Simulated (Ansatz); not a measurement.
**Relaxing KI in the zincblende type**

First guess:

```yaml
crystal:
  lattice:
    - [0.00000, 3.21951, 3.21951]
    - [3.21951, 0.00000, 3.21951]
    - [3.21951, 3.21951, 0.00000]
  atoms:
    - { symbol: K, position: [0.00000, 0.00000, 0.00000] }
    - { symbol: I, position: [0.25000, 0.25000, 0.25000] }
```

Method: Ansatz 0.2.0, DFT, PBE, PAW with Ansatz's default frozen-core files, scalar-relativistic.

Cell and atoms relax within the symmetry of the start on a 9×9×9 k mesh with 0.03 eV Fermi–Dirac smearing.

The start is built from a prototype, known or not as a phase of this compound; the cutoff is 420 eV.

No spin–orbit coupling, which matters for the heavy atoms here.

(1) What is the pressure of the first guess?

(2) What does it relax to?

(3) How much energy does the relaxation release?

Results:

(1) 20.2 GPa.

(2) a = 7.989 Å, b = 7.989 Å, c = 7.989 Å, α = 90.00°, β = 90.00°, γ = 90.00° (conventional cell), 63.74 Å³ per atom:
Space group F-43m (No. 216). a = 7.989 Å, b = 7.989 Å, c = 7.989 Å, α = 90.00°, β = 90.00°, γ = 90.00°
```tsv
atom	site	symmetry	x	y	z
K	4a	-43m	0.0000	0.0000	0.0000
I	4d	-43m	0.2500	0.2500	0.7500
```

(3) 1064 meV/atom.
